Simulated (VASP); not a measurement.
GaAs, 2 atoms in the cell. The structure is cubic, space group F-43m (No. 216). The conventional cell has a = 5.654 Å, b = 5.654 Å, c = 5.654 Å, α = 90.00°, β = 90.00°, γ = 90.00°. Around As (site symmetry -43m) lie 4 Ga at 2.45 Å. Ga (site symmetry -43m) has 4 As at 2.45 Å as nearest neighbours. 

| Quantity | Value |
| --- | --- |
| Program | VASP 6.6.1 |
| Task | relaxation of cell and atoms |
| Functional | revPBE |
| Dispersion | D3(BJ) |
| Potentials or basis | VASP PAW PBE potentials, release 64 (As, Ga_d) |
| Cutoff | 600 eV |
| k mesh | 8 × 8 × 8 |
| Occupations | fermi-dirac, width 0.05 eV |
| Spin | no spin polarisation |
| Further INCAR settings | ALGO = Normal; EDIFF = 1e-06; IBRION = 2; EDIFFG = -0.02; NSW = 40; ISIF = 3 |

Potentials or basis: VASP PAW PBE potentials, release 64 (As, Ga_d).

Command:

```console
$ cat potpaw_PBE.64/As/POTCAR potpaw_PBE.64/Ga_d/POTCAR > POTCAR
$ mpirun -np 1 vasp_std > vasp.out
```

Hardware: 1 thread of Intel(R) Xeon(R) Platinum 8488C (Sapphire Rapids), on a shared host.

Q: Estimate the wall time of this run.

A: It took 9.6 s on 1 thread of Intel(R) Xeon(R) Platinum 8488C (Sapphire Rapids), with other jobs on the host, peak memory 0.19 GiB. Counts: scf iterations 12, k points 29, ion steps 1.
